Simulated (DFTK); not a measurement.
Runs of DFTK 0.8.2 on Sn. Symmetry: I4_1/amd, No. 141, tetragonal system. The conventional cell has a = 5.880 Å, b = 5.880 Å, c = 3.199 Å, α = 90.00°, β = 90.00°, γ = 90.00°. Sn (site symmetry -4m2) is surrounded by 6 Sn at 3.05 to 3.20 Å. 

```csv
level,gap on the mesh (eV),pressure (GPa)
PBEsol,none,(a)
BLYP,none,(b)
RPBE,none,3.5
PBE,none,1.4
AM05,none,-1.6
WC,none,-1.6
LDA,none,-4.0
```

Alike in all rows: task band structure; potentials or basis SG15 1.2 (PBE); no spin polarisation; cell as given; k mesh 6 × 6 × 6; cutoff (eV) 1225; smearing fermi-dirac 0.05 eV; the mesh is coarse, so values aren't converged.

Problem. Estimate the missing entries.

Solution. (a) -1.8; (b) 5.0.

Caveats: all runs use coarse meshes; the potentials were made for another functional, which shifts forces and pressure (some runs).

A k mesh can miss the band edges, and the runs leave out spin-orbit coupling on Sn.

A gap of «none» marks a metal or a gap under the smearing width.

Not every run made on this cell is shown here.
